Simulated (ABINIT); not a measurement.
# Rh (Fm-3m) in ABINIT: notebook

One crystal, Rh, is run at these levels: PBE, BLYP; tasks: equation of state, band structure.

Program: ABINIT 10.8.3 (patched build). These are calculated values, not measurements. Logs are shortened: lines on timing, memory, paths and dates and some standing lists are left out, and cuts for length are marked. The log counts tension as positive stress, the text compression.

**The experiment to reproduce.**

“Thermal equation of state of rhodium characterized by XRD in a resistively heated diamond anvil cell”, 2024, pmc:11535440 quotes, for a bulk crystal of Rh: bulk modulus 264 ± 1 GPa.

The results are compared with them further down.

**1. The crystal as given**

The structure is cubic, space group Fm-3m (No. 225). The conventional cell has a = 3.796 Å, b = 3.796 Å, c = 3.796 Å, α = 90.00°, β = 90.00°, γ = 90.00°. Rh (site symmetry m-3m) is surrounded by 12 Rh at 2.68 Å.

**2. Equation of state, PBE**

File run.abi:

```
# Datasets: one volume each
ndtset 7
getwfk -1
scalecart1 3*0.9795861087
scalecart2 3*0.9864848297
scalecart3 3*0.9932883884
scalecart4 3*1.0000000000
scalecart5 3*1.0066227096
scalecart6 3*1.0131594038
scalecart7 3*1.0196128224

# Pseudopotentials
pp_dirpath "./"
pseudos "Rh.GGA_PBE-JTH.xml"

# Structure
acell 2.6839652093 2.6839652093 2.6839652093 Angstrom
rprim
     0.0000000000     0.7071067812     0.7071067812
     0.7071067812     0.0000000000     0.7071067812
     0.7071067812     0.7071067812     0.0000000000
ntypat 1
znucl 45
natom 1
typat 1
xred
     0.0000000000     0.0000000000     0.0000000000

# Plane-wave basis
ecut 16.0
pawecutdg 32.0

# k points
kptopt 1
ngkpt 12 12 12
nshiftk 1
shiftk 0.0 0.0 0.0

# Exchange and correlation
ixc 11

# Bands and occupations
nband 13
occopt 3
tsmear 0.00183747

# SCF cycle
nstep 100
tolvrs 1.0e-9

# Output
iomode 3
prtwf 1
prtden 0
prteig 0
prtebands 0
enunit 1
```

Potentials or basis: JTH PAW PBE v2.0.

The run is started by

```bash
abinit run.abi > log 2>&1
```

run.abo:

```text
.Version 10.8.3 of ABINIT
 DATASET    1 : space group Fm -3 m (#225); Bravais cF (face-center cubic)
================================================================================
 Values of the parameters that define the memory need for DATASET  1.
     intxc =       0    ionmov =       0      iscf =      17    lmnmax =      18
     lnmax =       6     mgfft =      18  mpssoang =       3    mqgrid =    3001
     natom =       1  nloc_mem =       2    nspden =       1   nspinor =       1
    nsppol =       1      nsym =      48    n1xccc =       1    ntypat =       1
    occopt =       3   xclevel =       2
       mpw =         275          nfft =        5832          nkpt =          72
 PAW method is used; the additional fine FFT grid is defined by:
   mgfftf=        27    nfftf =     19683
================================================================================
================================================================================
[... 71 lines left out ...]
 DATASET    7 : space group Fm -3 m (#225); Bravais cF (face-center cubic)
================================================================================
 Values of the parameters that define the memory need for DATASET  7.
     intxc =       0    ionmov =       0      iscf =      17    lmnmax =      18
     lnmax =       6     mgfft =      20  mpssoang =       3    mqgrid =    3001
     natom =       1  nloc_mem =       2    nspden =       1   nspinor =       1
    nsppol =       1      nsym =      48    n1xccc =       1    ntypat =       1
    occopt =       3   xclevel =       2
       mpw =         310          nfft =        8000          nkpt =          72
 PAW method is used; the additional fine FFT grid is defined by:
   mgfftf=        30    nfftf =     27000
================================================================================
================================================================================

--------------------------------------------------------------------------------
------------- Echo of variables that govern the present computation ------------
--------------------------------------------------------------------------------
 -outvars: echo values of preprocessed input variables --------
            acell      5.0719591770E+00  5.0719591770E+00  5.0719591770E+00 Bohr
              amu      1.02905500E+02
             ecut      1.60000000E+01 Hartree
           enunit           1
           getwfk          -1
                       outvar_i_n : Printing only first  50 k-points.
              ixc          11
           jdtset        1    2    3    4    5    6    7
                       outvar_i_n : Printing only first  50 k-points.
         kptrlatt       12    0    0      0   12    0      0    0   12
          kptrlen1     5.96210490E+01
          kptrlen2     6.00409294E+01
          kptrlen3     6.04550179E+01
          kptrlen4     6.08635101E+01
          kptrlen5     6.12665915E+01
          kptrlen6     6.16644376E+01
[... 46 lines left out ...]
                       7.1641188486E-01  7.1641188486E-01  0.0000000000E+00
            rprim7     0.0000000000E+00  7.2097514092E-01  7.2097514092E-01
                       7.2097514092E-01  0.0000000000E+00  7.2097514092E-01
                       7.2097514092E-01  7.2097514092E-01  0.0000000000E+00
          spgroup         225
           tolvrs      1.00000000E-09
           tsmear      1.83747000E-03 Hartree
            typat      1
           useylm           1
                       outvars : Printing only first  50 k-points.
            znucl       45.00000

================================================================================

 chkinp: Checking input parameters for consistency, jdtset=   1.

 chkinp: Checking input parameters for consistency, jdtset=   2.
[... 40 lines left out ...]
 getcut: wavevector=  0.0000  0.0000  0.0000  ngfft=  27  27  27
         ecut(hartree)=     32.000   => boxcut(ratio)=   2.05805

--- Pseudopotential description ------------------------------------------------
- pspini: atom type   1  psp file is ./Rh.GGA_PBE-JTH.xml
 Pseudopotential format is: paw10
 basis_size (lnmax)=  6 (lmn_size= 18), orbitals=   0   0   1   1   2   2
 Spheres core radius: rc_sph= 2.21251062
 Shapefunction is SIN type: shapef(r)=[sin(pi*r/rshp)/(pi*r/rshp)]**2
 Radius for shape functions =  2.00372819
 Compensation charge density is not taken into account in XC energy/potential

   3.74318991E+02                                ecore*ucvol(ha*bohr**3)
--------------------------------------------------------------------------------

[... 1188 lines left out ...]
-Cartesian components of stress tensor (GPa)         [Pressure= -8.1035E+00 GPa]
- sigma(1 1)=  8.10354287E+00  sigma(3 2)=  0.00000000E+00
- sigma(2 2)=  8.10354287E+00  sigma(3 1)=  0.00000000E+00
- sigma(3 3)=  8.10354287E+00  sigma(2 1)=  0.00000000E+00

== END DATASET(S) ==============================================================
================================================================================

 -outvars: echo values of variables after computation  --------
            acell      5.0719591770E+00  5.0719591770E+00  5.0719591770E+00 Bohr
           etotal1    -1.1141638994E+02
           etotal2    -1.1141793003E+02
           etotal3    -1.1141898644E+02
           etotal4    -1.1141962936E+02
           etotal5    -1.1141991321E+02
           etotal6    -1.1141990998E+02
           etotal7    -1.1141956479E+02
            fcart1    -0.0000000000E+00 -0.0000000000E+00 -0.0000000000E+00
            fcart2    -0.0000000000E+00 -0.0000000000E+00 -0.0000000000E+00
            fcart3    -0.0000000000E+00 -0.0000000000E+00 -0.0000000000E+00
            fcart4    -0.0000000000E+00 -0.0000000000E+00 -0.0000000000E+00
            fcart5    -0.0000000000E+00 -0.0000000000E+00 -0.0000000000E+00
            fcart6    -0.0000000000E+00 -0.0000000000E+00 -0.0000000000E+00
            fcart7    -0.0000000000E+00 -0.0000000000E+00 -0.0000000000E+00
            rprim1     0.0000000000E+00  6.9267198023E-01  6.9267198023E-01
                       6.9267198023E-01  0.0000000000E+00  6.9267198023E-01
                       6.9267198023E-01  6.9267198023E-01  0.0000000000E+00
[... 17 lines left out ...]
                       7.2097514092E-01  7.2097514092E-01  0.0000000000E+00
           strten1    -9.5827628842E-04 -9.5827628842E-04 -9.5827628842E-04
                       0.0000000000E+00  0.0000000000E+00  0.0000000000E+00
           strten2    -6.7701629205E-04 -6.7701629205E-04 -6.7701629205E-04
                       0.0000000000E+00  0.0000000000E+00  0.0000000000E+00
           strten3    -4.3696057231E-04 -4.3696057231E-04 -4.3696057231E-04
                       0.0000000000E+00  0.0000000000E+00  0.0000000000E+00
           strten4    -2.3122912783E-04 -2.3122912783E-04 -2.3122912783E-04
                       0.0000000000E+00  0.0000000000E+00  0.0000000000E+00
           strten5    -4.8562500326E-05 -4.8562500326E-05 -4.8562500326E-05
                       0.0000000000E+00  0.0000000000E+00  0.0000000000E+00
           strten6     1.2453085765E-04  1.2453085765E-04  1.2453085765E-04
                       0.0000000000E+00  0.0000000000E+00  0.0000000000E+00
           strten7     2.7543382367E-04  2.7543382367E-04  2.7543382367E-04
                       0.0000000000E+00  0.0000000000E+00  0.0000000000E+00
 Calculation completed.
```

Wall time 51 s (1 thread of Arm Neoverse V1, shared host); peak memory 0.12 GiB.

Results:

| Quantity | Value |
| --- | --- |
| Equilibrium volume | 14.05 Å³/atom |
| Bulk modulus | 251 GPa |
| Pressure derivative of the bulk modulus | 5.4 (rough: it moves with the points fitted) |

Energy against volume, from the lowest point:
| volume (Å³/atom) | energy (meV/atom) |
| --- | --- |
| 12.851 | 95.87 |
| 13.125 | 53.96 |
| 13.398 | 25.22 |
| 13.671 | 7.72 |
| 13.945 | 0.00 |
| 14.218 | 0.09 |
| 14.492 | 9.48 |

Caveat: pressures at fixed basis lie under the slope of the energies.

**3. Band structure, BLYP, spin-orbit coupling, no magnetisation**

File run.abi:

```
ndtset 2

pp_dirpath "./"
pseudos "Rh.GGA_PBE-JTH.xml"

acell 2.6839652093 2.6839652093 2.6839652093 Angstrom
rprim
     0.0000000000     0.7071067812     0.7071067812
     0.7071067812     0.0000000000     0.7071067812
     0.7071067812     0.7071067812     0.0000000000
ntypat 1
znucl 45
natom 1
typat 1
xcart
     0.0000000000     0.0000000000     0.0000000000

ecut 435.382180 eV
pawecutdg 32.0

ixc -106131

occopt 3
tsmear 0.00183747

nspinor 2
nspden 1
pawspnorb 1

nstep 100

iomode 3
prtwf 0
prteig 0
prtebands 0
enunit 1
prtden1 1

kptopt1 4
ngkpt1 12 12 12
nshiftk1 1
shiftk1 0.0 0.0 0.0
nband1 26
tolvrs1 1.0e-9

iscf2 -2
getden2 1
nband2 38
nbdbuf2 8
tolwfr2 1.0e-11
kptopt2 -9
ndivsm2 8
prteig2 1
kptbounds2
     0.0000000000     0.0000000000     0.0000000000
     0.5000000000     0.0000000000     0.5000000000
     0.5000000000     0.2500000000     0.7500000000
     0.3750000000     0.3750000000     0.7500000000
     0.0000000000     0.0000000000     0.0000000000
     0.5000000000     0.5000000000     0.5000000000
     0.6250000000     0.2500000000     0.6250000000
     0.5000000000     0.2500000000     0.7500000000
     0.5000000000     0.5000000000     0.5000000000
     0.3750000000     0.3750000000     0.7500000000
```

Potentials or basis: JTH PAW PBE v2.0.

The run is started by

```bash
abinit run.abi > log 2>&1
```

Run time: 99 s. Hardware: 1 thread of Arm Neoverse V1, shared host; peak memory 0.13 GiB.

It converged, with:

```
Free energy                                           : -3030.2719 eV
Pressure                                              : 21.6 GPa
Band gap on the k mesh                                : none (metal or under the smearing width)
Valence electrons inside the program's atomic spheres : Rh 14.93 (radii [1.1708] Å)
```

Levels at the corners of the path, in eV from the Fermi level:
| point | band 12 | band 13 | band 14 | band 15 | band 16 | band 17 | band 18 | band 19 | band 20 | band 21 |
| --- | --- | --- | --- | --- | --- | --- | --- | --- | --- | --- |
| Γ | -3.24 | -3.24 | -3.24 | -2.99 | -2.99 | -1.04 | -1.04 | -1.04 | -1.04 | 16.25 |
| X | -5.99 | 0.45 | 0.45 | 0.85 | 0.85 | 1.11 | 1.11 | 3.45 | 3.45 | 12.35 |
| W | -3.84 | -3.80 | -3.80 | -1.25 | -1.25 | 0.97 | 0.97 | 9.53 | 9.53 | 10.05 |
| K | -4.76 | -2.06 | -2.06 | -0.74 | -0.74 | 0.35 | 0.35 | 8.00 | 8.00 | 8.74 |
| Γ | -3.24 | -3.24 | -3.24 | -2.99 | -2.99 | -1.04 | -1.04 | -1.04 | -1.04 | 16.25 |
| L | -3.37 | -3.09 | -3.09 | 0.45 | 0.45 | 0.62 | 0.62 | 0.98 | 0.98 | 8.67 |
| U | -4.76 | -2.06 | -2.06 | -0.74 | -0.74 | 0.35 | 0.35 | 8.00 | 8.00 | 8.74 |
| W | -3.84 | -3.80 | -3.80 | -1.25 | -1.25 | 0.97 | 0.97 | 9.53 | 9.53 | 10.05 |
| L | -3.37 | -3.09 | -3.09 | 0.45 | 0.45 | 0.62 | 0.62 | 0.98 | 0.98 | 8.67 |
| K | -4.76 | -2.06 | -2.06 | -0.74 | -0.74 | 0.35 | 0.35 | 8.00 | 8.00 | 8.74 |

Caveat: so large a pressure means that the cell lies far from this level's equilibrium, or that cutoff or potentials fall short; the potentials were made for another functional, which shifts forces and pressure.

**4. Comparison with measurements**

Step 2. Against the measured bulk modulus of Rh, 264 GPa (quoted in “Thermal equation of state of rhodium characterized by XRD in a resistively heated diamond anvil cell”, 2024, pmc:11535440), the calculated 251 GPa is off by -5.0 %. The fit is for a static lattice scaled at fixed shape and fixed fractional positions.
